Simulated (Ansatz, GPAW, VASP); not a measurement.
**Pb: 3 runs at one level of theory**

```
CELL_PARAMETERS angstrom
0.00000 2.47502 2.47502
2.47502 0.00000 2.47502
2.47502 2.47502 0.00000
ATOMIC_POSITIONS crystal
Pb 0.00000 0.00000 0.00000
```

Alike in all runs: task single point; functional PBE; k mesh 9 × 9 × 9; occupations gaussian, width 0.014 eV; no spin polarisation; no spin-orbit coupling. Pressure is positive in compression and, in plane waves, holds the error of the finite cutoff.

| program and potentials | plane-wave cutoff (eV) | notes | pressure (GPa) |
| --- | --- | --- | --- |
| VASP, PBE PAW files Pb_d, 520 eV | 520 | - | 2.18 |
| GPAW, GPAW PAW data sets (gpaw-data 1.2.1) | 600 | - | 2.00 |
| Ansatz, all-electron LAPW, scalar-relativistic | - | - | 2.26 |

The pressure spans 2.00 (GPAW, GPAW PAW data sets (gpaw-data 1.2.1)) to 2.26 GPa (Ansatz, all-electron LAPW, scalar-relativistic), with all-electron results at 2.26.

Differences between rows come from potentials, basis sets and numerical settings, since the functional is the same but for its coding. Runs on potential files found faulty are left out.
